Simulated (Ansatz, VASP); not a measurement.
Two plane-wave programs on Zr

```
Zr
1.0
     6.46558    0.00000    0.00000
     0.00000    5.16912    0.00000
     0.00000    0.00000   21.47709
Zr
8
Direct
  0.00000 0.75000 0.18624
  0.50000 0.75000 0.18624
  0.25000 0.25000 0.22970
  0.75000 0.25000 0.22970
  0.25000 0.75000 0.30723
  0.75000 0.75000 0.30723
  0.00000 0.25000 0.34814
  0.50000 0.25000 0.34814
```

Alike in both runs: task single point; functional PBE; k mesh 4 × 5 × 1; occupations gaussian, width 0.1 eV; no spin polarisation.

|  | VASP | Ansatz |
| --- | --- | --- |
| version | VASP 6.6.1 | Ansatz 0.2.0 |
| potentials or method | VASP PAW PBE potentials, release 64 (Zr_sv) | scalar-relativistic, plane waves, PAW |
| plane-wave cutoff (eV) | 520 | 420 |
| valence electrons in the cell | 96 | 96 |

|  | VASP | Ansatz | Ansatz less VASP |
| --- | --- | --- | --- |
| gap on the k mesh at the Fermi level (eV) | none | none | - |
| rms of the force components (eV/Å) | 0.121 | 0.122 | +0.0008 |
| work function, face that differs most (eV) | 3.64 | 3.72 | +0.083 |

Atom by atom the forces differ by 0.001 eV/Å (rms over components). A gap of «none» marks a metal or a gap that the smearing closes.
